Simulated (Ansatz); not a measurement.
# Cu: the cost of one run

Program: Ansatz 0.2.0. Level of theory: DFT LDA, plane waves, PAW, scalar-relativistic, no spin polarisation. These are calculated values, not measurements.

## 1. The starting structure

The cell holds 28 atoms (Cu28): a = 7.467 Å, b = 7.467 Å, c = 15.520 Å, α = 90.00°, β = 90.00°, γ = 90.00°.

Coordinates:

```cif
data_structure
_symmetry_space_group_name_H-M 'P 1'
_symmetry_Int_Tables_number 1
_cell_length_a 7.4670
_cell_length_b 7.4670
_cell_length_c 15.5200
_cell_angle_alpha 90.000
_cell_angle_beta 90.000
_cell_angle_gamma 90.000
_cell_volume 865.35
loop_
_atom_site_label
_atom_site_type_symbol
_atom_site_fract_x
_atom_site_fract_y
_atom_site_fract_z
_atom_site_occupancy
Cu1 Cu 0.00000 0.00000 0.38660 1
Cu2 Cu 0.33333 0.00000 0.38660 1
Cu3 Cu 0.66667 0.00000 0.38660 1
Cu4 Cu 0.00000 0.33333 0.38660 1
Cu5 Cu 0.33333 0.33333 0.38660 1
Cu6 Cu 0.66667 0.33333 0.38660 1
Cu7 Cu 0.00000 0.66667 0.38660 1
Cu8 Cu 0.33333 0.66667 0.38660 1
Cu9 Cu 0.66667 0.66667 0.38660 1
Cu10 Cu 0.16667 0.16667 0.50000 1
Cu11 Cu 0.50000 0.16667 0.50000 1
Cu12 Cu 0.83333 0.16667 0.50000 1
Cu13 Cu 0.16667 0.50000 0.50000 1
Cu14 Cu 0.50000 0.50000 0.50000 1
Cu15 Cu 0.83333 0.50000 0.50000 1
Cu16 Cu 0.16667 0.83333 0.50000 1
Cu17 Cu 0.50000 0.83333 0.50000 1
Cu18 Cu 0.83333 0.83333 0.50000 1
Cu19 Cu 0.00000 0.00000 0.61340 1
Cu20 Cu 0.33333 0.00000 0.61340 1
Cu21 Cu 0.66667 0.00000 0.61340 1
Cu22 Cu 0.00000 0.33333 0.61340 1
Cu23 Cu 0.33333 0.33333 0.61340 1
Cu24 Cu 0.66667 0.33333 0.61340 1
Cu25 Cu 0.00000 0.66667 0.61340 1
Cu26 Cu 0.33333 0.66667 0.61340 1
Cu27 Cu 0.66667 0.66667 0.61340 1
Cu28 Cu 0.16935 0.16801 0.71546 1
```

## 2. Relaxing end A

input.yaml reads:

```yaml
crystal:
  lattice:
    - [7.4670476093, 0.0, 0.0]
    - [0.0, 7.4670476093, 0.0]
    - [0.0, 0.0, 15.52]
  atoms:
    - { symbol: Cu, position: [0.0, 0.0, 0.38659794] }
    - { symbol: Cu, position: [0.33333333, 0.0, 0.38659794] }
    - { symbol: Cu, position: [0.66666667, 0.0, 0.38659794] }
    - { symbol: Cu, position: [0.0, 0.33333333, 0.38659794] }
    - { symbol: Cu, position: [0.33333333, 0.33333333, 0.38659794] }
    - { symbol: Cu, position: [0.66666667, 0.33333333, 0.38659794] }
    - { symbol: Cu, position: [0.0, 0.66666667, 0.38659794] }
    - { symbol: Cu, position: [0.33333333, 0.66666667, 0.38659794] }
    - { symbol: Cu, position: [0.66666667, 0.66666667, 0.38659794] }
    - { symbol: Cu, position: [0.16666667, 0.16666667, 0.5] }
    - { symbol: Cu, position: [0.5, 0.16666667, 0.5] }
    - { symbol: Cu, position: [0.83333333, 0.16666667, 0.5] }
    - { symbol: Cu, position: [0.16666667, 0.5, 0.5] }
    - { symbol: Cu, position: [0.5, 0.5, 0.5] }
    - { symbol: Cu, position: [0.83333333, 0.5, 0.5] }
    - { symbol: Cu, position: [0.16666667, 0.83333333, 0.5] }
    - { symbol: Cu, position: [0.5, 0.83333333, 0.5] }
    - { symbol: Cu, position: [0.83333333, 0.83333333, 0.5] }
    - { symbol: Cu, position: [0.0, 0.0, 0.61340206] }
    - { symbol: Cu, position: [0.33333333, 0.0, 0.61340206] }
    - { symbol: Cu, position: [0.66666667, 0.0, 0.61340206] }
    - { symbol: Cu, position: [0.0, 0.33333333, 0.61340206] }
    - { symbol: Cu, position: [0.33333333, 0.33333333, 0.61340206] }
    - { symbol: Cu, position: [0.66666667, 0.33333333, 0.61340206] }
    - { symbol: Cu, position: [0.0, 0.66666667, 0.61340206] }
    - { symbol: Cu, position: [0.33333333, 0.66666667, 0.61340206] }
    - { symbol: Cu, position: [0.66666667, 0.66666667, 0.61340206] }
    - { symbol: Cu, position: [0.1693451, 0.16800588, 0.71546392] }
basis:
  ecutwfc: 420.0
kpoints:
  mp_grid: { grid: [3, 3, 1] }
hamiltonian:
  xc: lda
scf:
  occupations: { method: gaussian, width: 0.1 }
  lower_state_search: "off"
relax:
  f_tol: 0.02
  max_steps: 60
  adjacent_minimum: "off"
  constraints: [{ sites: [0, 1, 2, 3, 4, 5, 6, 7, 8] }]
```

Run with:

```sh
> ansatz run input.yaml --threads 8 --pin off --max-ram 20480MiB --backend cpu --events-out ev --progress --plain --runs-dir out
```

What time and memory should one allow on 8 threads of an x86-64 CPU, shared host?

About 40 s, with a peak of 5.5 GiB.
